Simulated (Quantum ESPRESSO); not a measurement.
# Zr (P6_3/mmc) in Quantum ESPRESSO: further runs, part 3 of 3

Quantum ESPRESSO 7.5. The steps go on from the part before.

### Step 4. Phonons, PBEsol, target pressure 10 GPa, at which the enthalpy is minimised

Input file pw.in:

```
&CONTROL
  calculation = 'scf'
  prefix = 'pwscf'
  outdir = './tmp'
  pseudo_dir = './pseudo'
  tprnfor = .true.
  tstress = .true.
  disk_io = 'low'
/
&SYSTEM
  ibrav = 0
  celldm(1) = 8
  nat = 2
  ntyp = 1
  ecutwfc = 45
  ecutrho = 360
  nbnd = 19
  occupations = 'smearing'
  smearing = 'mv'
  degauss = 0.01469973
/
&ELECTRONS
  conv_thr = 4d-10
  electron_maxstep = 120
  mixing_beta = 0.5
/
ATOMIC_SPECIES
Zr    91.2240 zr_pbesol_v1.uspp.F.UPF
CELL_PARAMETERS alat
  0.7634493543488   0.0000000000000   0.0000000000000
 -0.3817246771744   0.6611665353615   0.0000000000000
  0.0000000000000   0.0000000000000   1.2158025454311
ATOMIC_POSITIONS crystal
Zr     0.6666666667    0.3333333333    0.7500000000
Zr     0.3333333333    0.6666666667    0.2500000000
K_POINTS automatic
9 9 5 0 0 0
```

Input file relax.in:

```
&CONTROL
  calculation = 'vc-relax'
  prefix = 'pwscf'
  outdir = './tmp'
  pseudo_dir = './pseudo'
  tprnfor = .true.
  tstress = .true.
  disk_io = 'low'
  nstep = 40
  forc_conv_thr = 0.0001
  etot_conv_thr = 1d-06
/
&SYSTEM
  ibrav = 0
  celldm(1) = 8
  nat = 2
  ntyp = 1
  ecutwfc = 45
  ecutrho = 360
  nbnd = 19
  occupations = 'smearing'
  smearing = 'mv'
  degauss = 0.01469973
/
&ELECTRONS
  conv_thr = 4d-10
  electron_maxstep = 120
  mixing_beta = 0.5
/
&IONS
  ion_dynamics = 'bfgs'
/
&CELL
  cell_dynamics = 'bfgs'
  press = 100
  press_conv_thr = 0.2
/
ATOMIC_SPECIES
Zr    91.2240 zr_pbesol_v1.uspp.F.UPF
CELL_PARAMETERS alat
  0.7634493543488   0.0000000000000   0.0000000000000
 -0.3817246771744   0.6611665353615   0.0000000000000
  0.0000000000000   0.0000000000000   1.2158025454311
ATOMIC_POSITIONS crystal
Zr     0.6666666667    0.3333333333    0.7500000000
Zr     0.3333333333    0.6666666667    0.2500000000
K_POINTS automatic
9 9 5 0 0 0
```

Input file scf2.in:

```
&CONTROL
  calculation = 'scf'
  prefix = 'pwscf'
  outdir = './tmp'
  pseudo_dir = './pseudo'
  tprnfor = .true.
  tstress = .true.
  disk_io = 'low'
/
&SYSTEM
  ibrav = 0
  celldm(1) = 8
  nat = 2
  ntyp = 1
  ecutwfc = 45
  ecutrho = 360
  nbnd = 19
  occupations = 'smearing'
  smearing = 'mv'
  degauss = 0.01469973
/
&ELECTRONS
  conv_thr = 1d-13
  electron_maxstep = 120
  mixing_beta = 0.5
  startingpot = 'file'
  startingwfc = 'file'
/
ATOMIC_SPECIES
Zr    91.2240 zr_pbesol_v1.uspp.F.UPF
CELL_PARAMETERS alat
  0.7262670912493   0.0000000000000   0.0000000000000
 -0.3631335456246   0.6289657509545   0.0000000000000
  0.0000000000000   0.0000000000000   1.1850267899952
ATOMIC_POSITIONS crystal
Zr     0.6666666666    0.3333333332    0.7500000000
Zr     0.3333333332    0.6666666666    0.2500000000
K_POINTS automatic
9 9 5 0 0 0
```

Input file ph.in:

```
phonons of Zr
&INPUTPH
  prefix = 'pwscf'
  outdir = './tmp'
  tr2_ph = 1d-18
  fildyn = 'dyn'
  niter_ph = 90
  alpha_mix(1) = 0.4
/
0.0000000000 0.0000000000 0.0000000000
```

Input file dynmat.in:

```
&INPUT
  fildyn = 'dyn'
  asr = 'crystal'
  filout = 'dynmat.disp'
  fileig = 'dynmat.eig'
/
```

Potentials or basis: GBRV 1.5 PBEsol.

The run is started by

```bash
> OMP_NUM_THREADS=1 mpirun -n 4 pw.x -nk 4 -in pw.in > pw.out
> OMP_NUM_THREADS=1 mpirun -n 4 pw.x -nk 4 -in relax.in > relax.out
> OMP_NUM_THREADS=1 mpirun -n 4 pw.x -nk 4 -in scf2.in > scf2.out
> OMP_NUM_THREADS=1 mpirun -n 4 ph.x -nk 4 -in ph.in > ph.out
> OMP_NUM_THREADS=1 mpirun -n 1 dynmat.x -in dynmat.in > dynmat.out
```

pw.out:

```text
This program is part of the open-source Quantum ESPRESSO suite
     for quantum simulation of materials; please cite
[... 6 lines left out ...]
     using ibrav=0 with symmetry is DISCOURAGED, use correct ibrav instead

     K-points division:     npool     =       4
     Subspace diagonalization in iterative solution of the eigenvalue problem:
     a serial algorithm will be used

     G-vector sticks info
     --------------------
     sticks:   dense  smooth     PW     G-vecs:    dense   smooth      PW
     Sum         925     463    151                36347    12827    2189

     Using Slab Decomposition

     bravais-lattice index     =            0
     lattice parameter (alat)  =       8.0000  a.u.
     unit-cell volume          =     314.2130 (a.u.)^3
     number of atoms/cell      =            2
     number of atomic types    =            1
     number of electrons       =        24.00
     number of Kohn-Sham states=           19
     kinetic-energy cutoff     =      45.0000  Ry
     charge density cutoff     =     360.0000  Ry
     scf convergence threshold =      4.0E-10
     mixing beta               =       0.5000
     number of iterations used =            8  plain     mixing
     Exchange-correlation= SLA  PW   PSX  PSC
                           (   1   4  10   8   0   0   0)

     celldm(1)=   8.000000  celldm(2)=   0.000000  celldm(3)=   0.000000
     celldm(4)=   0.000000  celldm(5)=   0.000000  celldm(6)=   0.000000

[... 77 lines left out ...]

     Initial potential from superposition of free atoms

     starting charge      23.9961, renormalised to      24.0000

     negative rho (up, down):  1.209E-01 0.000E+00
     Starting wfcs are   26 randomized atomic wfcs

     Self-consistent Calculation

     iteration #  1     ecut=    45.00 Ry     beta= 0.50
     Davidson diagonalization with overlap
     ethr =  1.00E-02,  avg # of iterations =  2.0

     Threshold (ethr) on eigenvalues was too large:
     Diagonalizing with lowered threshold

     Davidson diagonalization with overlap
     ethr =  1.36E-04,  avg # of iterations =  2.1

     negative rho (up, down):  1.219E-01 0.000E+00
[... 49 lines left out ...]
     iteration #  7     ecut=    45.00 Ry     beta= 0.50
     Davidson diagonalization with overlap
     ethr =  3.57E-10,  avg # of iterations =  2.0

     negative rho (up, down):  1.236E-01 0.000E+00

     End of self-consistent calculation

          k = 0.0000 0.0000 0.0000 (  1617 PWs)   bands (ev):

   -34.7166 -34.5603 -13.2765 -12.3952 -12.3952 -12.2597 -12.2520 -12.2520
     8.3571  10.9887  14.8854  14.8854  15.0366  15.2066  15.5802  15.5802
    16.1521  16.1521  18.4667
[... 207 lines left out ...]
   -34.5430 -34.5430 -13.0259 -13.0259 -12.8523 -12.7519 -12.4332 -12.4332
    12.5590  12.5839  12.5839  12.8687  14.0245  14.0245  15.8347  16.4741
    18.4409  18.4409  21.7297

     the Fermi energy is    14.0208 ev

!    total energy              =    -198.26166754 Ry
     estimated scf accuracy    <          3.9E-10 Ry
     smearing contrib. (-TS)   =       0.00002976 Ry
     internal energy E=F+TS    =    -198.26169730 Ry

     The total energy is F=E-TS. E is the sum of the following terms:
     one-electron contribution =     -35.98460852 Ry
     hartree contribution      =      27.15028631 Ry
     xc contribution           =     -35.28999449 Ry
     ewald contribution        =    -154.13738060 Ry

     convergence has been achieved in   7 iterations

     negative rho (up, down):  1.236E-01 0.000E+00

     Forces acting on atoms (cartesian axes, Ry/au):

     atom    1 type  1   force =    -0.00000000   -0.00000000    0.00000000
     atom    2 type  1   force =     0.00000000   -0.00000000    0.00000000

     Total force =     0.000000     Total SCF correction =     0.000000

     Computing stress (Cartesian axis) and pressure

     negative rho (up, down):  1.236E-01 0.000E+00
          total   stress  (Ry/bohr**3)                   (kbar)     P=      -33.82
  -0.00023978  -0.00000000  -0.00000000          -35.27       -0.00       -0.00
  -0.00000000  -0.00023978   0.00000000           -0.00      -35.27        0.00
   0.00000000   0.00000000  -0.00021021            0.00        0.00      -30.92

=------------------------------------------------------------------------------=
   JOB DONE.
=------------------------------------------------------------------------------=
```

relax.out:

```text
This program is part of the open-source Quantum ESPRESSO suite
     for quantum simulation of materials; please cite
[... 6 lines left out ...]
     using ibrav=0 with symmetry is DISCOURAGED, use correct ibrav instead

     K-points division:     npool     =       4
[... 3256 lines left out ...]
   0.00067929  -0.00000000  -0.00000000           99.93       -0.00       -0.00
  -0.00000000   0.00067929   0.00000000           -0.00       99.93        0.00
  -0.00000000   0.00000000   0.00067872           -0.00        0.00       99.84

=------------------------------------------------------------------------------=
   JOB DONE.
=------------------------------------------------------------------------------=
```

scf2.out:

```text
This program is part of the open-source Quantum ESPRESSO suite
     for quantum simulation of materials; please cite
[... 6 lines left out ...]
     using ibrav=0 with symmetry is DISCOURAGED, use correct ibrav instead

     K-points division:     npool     =       4
[... 371 lines left out ...]
   0.00067929  -0.00000000   0.00000000           99.93       -0.00        0.00
  -0.00000000   0.00067929   0.00000000           -0.00       99.93        0.00
   0.00000000   0.00000000   0.00067872            0.00        0.00       99.84

=------------------------------------------------------------------------------=
   JOB DONE.
=------------------------------------------------------------------------------=
```

Run time: 4 min. Hardware: 4 MPI ranks of Intel Xeon at 2.50GHz (Skylake/Cascade Lake), shared host; peak memory 0.4 GiB.

What came out:

| Item | Value |
| --- | --- |
| Free energy | -2697.3916 eV |
| Relaxed volume | 20.54 Å³/atom |
| Relaxed cell | a = 3.075 Å, b = 3.075 Å, c = 5.017 Å, α = 90.00°, β = 90.00°, γ = 120.00° |
| Space group after relaxing (to 0.05 Å) | P6_3/mmc (No. 194) |
| Pressure after relaxing | 10.0 GPa |
| Band gap on the k mesh | none (metal or under the smearing width) |
| Highest phonon frequency at Γ | 214 cm⁻¹ |

The path:
| step | energy change (eV) | largest force (eV/Å) | pressure (GPa) | volume (Å³) |
| --- | --- | --- | --- | --- |
| 1 | 0.0000 | 0.0000 | -3.38 | 46.56 |
| 2 | -0.0014 | 0.0000 | 3.58 | 43.46 |
| 3 | 0.1086 | 0.0000 | 10.76 | 40.93 |
| 4 | 0.0939 | 0.0000 | 10.05 | 41.14 |
| 5 | 0.0868 | 0.0000 | 9.65 | 41.23 |
| 6 | 0.0901 | 0.0000 | 9.73 | 41.16 |
| 7 | 0.0945 | 0.0000 | 9.93 | 41.09 |
| 8 | 0.0957 | 0.0000 | 9.99 | 41.07 |

Final structure:
```cif
data_structure
_symmetry_space_group_name_H-M 'P 1'
_symmetry_Int_Tables_number 1
_cell_length_a 3.0746
_cell_length_b 3.0746
_cell_length_c 5.0167
_cell_angle_alpha 90.000
_cell_angle_beta 90.000
_cell_angle_gamma 120.000
_cell_volume 41.07
loop_
_atom_site_label
_atom_site_type_symbol
_atom_site_fract_x
_atom_site_fract_y
_atom_site_fract_z
_atom_site_occupancy
Zr1 Zr 0.66667 0.33333 0.75000 1
Zr2 Zr 0.33333 0.66667 0.25000 1
```

Phonon frequencies in cm⁻¹ (negative: imaginary):
```tsv
q point	frequencies
(0.000, 0.000, 0.000)	-3 -3 -3 49 49 214
```

Optical modes at Γ, degenerate ones joined:
```tsv
cm⁻¹	components	symmetry	active in
49	2	E2g	Raman
214	1	B1g	silent
```

Caveat: the mesh is thin for the phonons of a metal; the cell is more than 3 GPa from zero pressure, which shifts response properties.

### Step 5. The runs side by side

```csv
cell,gap on the mesh (eV),pressure (GPa)
relaxed,none,0.0
relaxed to 5 GPa,none,5.0
relaxed to 10 GPa,none,10.0
```

Alike in all rows: task phonons; level PBEsol; potentials or basis GBRV 1.5 PBEsol; no spin polarisation; k mesh 9 × 9 × 5; cutoff (eV) 612; smearing cold 0.2 eV.

Caveats: the mesh is thin for the phonons of a metal; the cell is more than 3 GPa from zero pressure, which shifts response properties (some runs).

Absolute energies hang on the potentials; compare differences alone.
